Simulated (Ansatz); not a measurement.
PbS, 2 atoms in the cell. The typed cell holds 2 atoms: a = 3.654 Å, b = 3.654 Å, c = 3.654 Å, α = 90.00°, β = 90.00°, γ = 90.00°. The cell comes from a database or a generator and needn't be the stable form of this composition. The cell isn't the ideal one: atoms moved at random, drawn with an rms of 0.05 Å.

| Item | Value |
| --- | --- |
| Program | Ansatz 0.2.0 |
| Task | single point |
| Functional | PBE |
| Potentials or basis | Ansatz PAW |
| Cutoff | 420 eV (not typed: the program's choice for these potentials) |
| k mesh | 7 × 7 × 7 |
| Occupations | fermi-dirac, width 0.05 eV |
| Spin | no spin polarisation |

Potentials or basis: Ansatz PAW.

The run is started by

```console
$ ansatz run input.yaml --threads 2 --pin off --max-ram 5120MiB --backend cpu --events-out ev --progress --plain --runs-dir out
```

Hardware: 2 threads of Arm Neoverse V1, on a shared host.

**Question.** How long does it take, and how much memory?

**Answer.** Wall time 3.5 s on 2 threads of Arm Neoverse V1, on a shared host, peak memory 0.37 GiB. Counts: scf iterations 6, plane waves 949, k points 100, bands 14.
